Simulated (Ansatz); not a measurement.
Crystal: TaSi2.

```
CELL_PARAMETERS angstrom
4.78390 0.00000 0.00000
-2.39195 4.14298 0.00000
0.00000 0.00000 6.57000
ATOMIC_POSITIONS crystal
Ta 0.00000 0.50000 0.33333
Ta 0.50000 0.50000 0.66667
Ta 0.50000 0.00000 0.00000
Si 0.31794 0.15897 0.33333
Si 0.15897 0.84103 0.66667
Si 0.84103 0.68206 0.00000
Si 0.68206 0.84103 0.33333
Si 0.84103 0.15897 0.66667
Si 0.15897 0.31794 0.00000
```

* Program: Ansatz 0.2.0
* Task: relaxation of cell and atoms
* Functional: revPBE
* Dispersion: D4
* Potentials or basis: Ansatz PAW
* Cutoff: 420 eV (not typed: the program's choice for these potentials)
* k mesh: 7 × 7 × 4
* Occupations: fermi-dirac, width 0.05 eV
* Spin: no spin polarisation

At the start: volume 14.47 Å³/atom.

Where does the relaxation end?

It ends after 5 steps and the volume is 14.23 Å³/atom (-1.7 %); space group P6_422 (No. 181, to 0.05 Å).

The path:
| step | energy change (eV) | largest force (eV/Å) | volume (Å³) |
| --- | --- | --- | --- |
| 1 | 0.0000 | 0.0501 | 130.21 |
| 2 | -0.0084 | 0.0873 | 126.36 |
| 3 | -0.0249 | 0.0052 | 128.10 |
| 4 | -0.0250 | 0.0026 | 128.04 |
| 5 | -0.0244 | 0.0027 | 128.04 |

Final structure:
```xyz
9
Lattice="4.7477 0.0000 0.0000 -2.3739 4.1116 0.0000 0.0000 0.0000 6.5590" Properties=species:S:1:pos:R:3 pbc="T T T"
Ta   -1.1869    2.0558    2.1863
Ta    1.1869    2.0558    4.3726
Ta    2.3739    0.0000    0.0000
Si    1.1362    0.6560    2.1863
Si   -1.2377    3.4556    4.3726
Si    2.3739    2.7997    0.0000
Si    1.2377    3.4556    2.1863
Si    3.6115    0.6560    4.3726
Si    0.0000    1.3120    0.0000
```

Caveat: the plane-wave basis is chosen anew once the cell has moved, so the energies of steps on either side of that aren't comparable; pairwise dispersion overbinds metals, which lowers pressure and volume; the PAW data sets come from PBE, with cores solved anew for the run's functional, which leaves a small shift of forces and pressure.
